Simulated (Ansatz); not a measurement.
Crystal: NiO.

```
Ni O
1.0
     0.00000    2.08590    2.08590
     2.08590    0.00000    2.08590
     2.08590    2.08590    0.00000
Ni O
1 1
Direct
  0.00000 0.00000 0.00000
  0.50000 0.50000 0.50000
```

Base run:

| Quantity | Value |
| --- | --- |
| Program | Ansatz 0.2.0 |
| Functional | PBE |
| Potentials or basis | JTH PAW |
| Cutoff | 2400 eV |
| Density cutoff | 9600 eV |
| k mesh | 11 × 11 × 11 |
| Occupations | fermi-dirac, width 0.05 eV |
| Spin | collinear spin, ferromagnetic start |
| Starting moments | [1.0, 0.0] μB |

Its results: band gap on the k mesh none (metal or under the smearing width); pressure 6.3 GPa; net moment 1.73 μB per cell; site moments Ni +1.40; O +0.28 μB.

Task: The run is repeated on the same cell with these changes: occupations from fermi-dirac, width 0.05 eV to gaussian, width 0.1 eV; hubbard terms from none to Ni d U = 1 eV; hubbard projectors from none to all-electron-ortho-atomic. What comes out?

Result: Band gap on the k mesh none (metal or under the smearing width); pressure 10.0 GPa; net moment 1.98 μB per cell; site moments Ni +1.59; O +0.32 μB.

Caveats: a cell with one magnetic atom can't hold antiferromagnetic order, which such compounds often take; semilocal functionals often make such compounds metallic where correlation or magnetic order opens a gap, which also shifts bond lengths (some runs); the magnetic or orbital state may not be the lowest (some runs).

Not every run made on this cell is shown here.
